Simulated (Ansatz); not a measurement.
## Barrier of one jump, H in WC

All numbers below come from DFT PBEsol, scalar-relativistic, plane waves, PAW (Ansatz). Settings: 420 eV cutoff, 4×5×5 k-mesh, shifted by half a step, Gaussian smearing of 0.10 eV, no spin polarisation.

In a supercell of 16 host sites, interstitial H hops to an equivalent place, moving 2.25 Å between the relaxed ends. Climbing-image nudged elastic band at fixed cell with images 0 (start) to 6 (end), the path measured over all atoms, converged to 0.05 eV/Å; the order of the saddle wasn't checked, and the small cell leaves errors of about a tenth of an eV. Zero-point motion and tunnelling, which matter for H, are left out.

Spin-orbit coupling is left out, which matters for the bands and energies of heavy elements.

Start:

```
CELL_PARAMETERS angstrom
0.00000 0.00000 -5.65551
-2.89848 -5.02031 0.00000
-2.89848 5.02031 0.00000
ATOMIC_POSITIONS crystal
W 0.49873 0.50000 0.50000
W 0.99917 0.50000 0.50000
W 0.50000 0.50083 0.00041
W 0.00045 0.49090 0.99545
W 0.50000 0.99959 0.49917
W 0.00045 0.00455 0.50910
W 0.50000 0.99959 0.00041
W 0.00045 0.00455 0.99545
C 0.25247 0.16667 0.83333
C 0.74854 0.16667 0.83333
C 0.25014 0.16888 0.33444
C 0.74764 0.17100 0.33550
C 0.25014 0.66556 0.83112
C 0.74764 0.66450 0.82900
C 0.25014 0.66556 0.33444
C 0.74764 0.66450 0.33550
H 0.94910 0.83333 0.16667
```

Atom 17 jumps to (-2.898, -3.347, -3.116) Å.

**Question.** Give the energy along the band and the structure at its top.

**Answer.**
```tsv
image	path (Å)	E − E(0) (eV)	H x (Å)	H y (Å)	H z (Å)	force on H (eV/Å)
0	0.00	0.000	-2.898	-3.347	-5.368	0.01
1	0.37	0.096	-2.898	-3.347	-4.993	0.60
2	0.73	0.441	-2.898	-3.347	-4.617	1.04
3	1.10	0.680	-2.898	-3.347	-4.242	0.00
4	1.46	0.441	-2.898	-3.347	-3.866	1.04
5	1.83	0.096	-2.898	-3.347	-3.491	0.60
6	2.20	0.000	-2.898	-3.347	-3.116	0.01
```

Barrier 0.68 eV. Image 3:
```
CELL_PARAMETERS angstrom
0.00000 0.00000 -5.65551
-2.89848 -5.02031 0.00000
-2.89848 5.02031 0.00000
ATOMIC_POSITIONS crystal
W 0.49859 0.50000 0.50000
W 0.00141 0.50000 0.50000
W 0.49837 0.49768 0.99884
W 0.00163 0.49768 0.99884
W 0.49837 0.00116 0.50232
W 0.00163 0.00116 0.50232
W 0.49837 0.00116 0.99884
W 0.00163 0.00116 0.99884
C 0.25000 0.16667 0.83333
C 0.75000 0.16667 0.83333
C 0.25000 0.16728 0.33364
C 0.75000 0.16966 0.33483
C 0.25000 0.66636 0.83272
C 0.75000 0.66517 0.83034
C 0.25000 0.66636 0.33364
C 0.75000 0.66517 0.33483
H 0.75000 0.83333 0.16667
```

Cost: 1 run of about 10 core-minutes, on Intel Xeon 6975P-C (Granite Rapids) (shared hosts).